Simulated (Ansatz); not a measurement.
Crystal: Cr.

```
Cr
1.0
    -1.48445    1.48445    1.48445
     1.48445   -1.48445    1.48445
     1.48445    1.48445   -1.48445
Cr
1
Direct
  0.00000 0.00000 0.00000
```

Program: Ansatz 0.2.0. Alike in all runs: spin collinear, ferromagnetic start; cell as given; k mesh 12 × 12 × 12.

Task: Order these runs on this cell by their pressure, lowest first.
A. level revPBE+D3(BJ)+U; potentials or basis PseudoDojo standard (PBE files); U Cr d U = 3 eV; cutoff (eV) 1279; smearing methfessel-paxton 0.1 eV; hubbard projectors ortho-atomic; points for each segment of the path 14
B. level r2SCAN+D4+U; potentials or basis Ansatz PAW; U Cr d U = 4 eV; cutoff (eV) 500; smearing methfessel-paxton 0.05 eV; hubbard projectors all-electron-ortho-atomic
C. level r2SCAN+D3(BJ)-ATM+U; potentials or basis PseudoDojo standard (LDA files); U Cr d U = 4.5 eV; cutoff (eV) 1279; smearing tetrahedron; hubbard projectors all-electron-atomic

Result: A (53.2 GPa), B (80.0 GPa), C (93.0 GPa).

Caveats: the magnetic or orbital state may not be the lowest; a pressure of tens of GPa on the cell as given is suspect, and the run, the potentials or the cell itself is likely at fault; pairwise dispersion overbinds metals, which lowers pressure and volume; the U is typed as a test and isn't derived for this compound; the potentials were made for another functional, which shifts forces and pressure (some runs); the PAW data sets come from PBE, with cores solved anew for the run's functional, which leaves a small shift of forces and pressure (some runs); the meta-GGA runs on potentials made for a GGA (some runs).
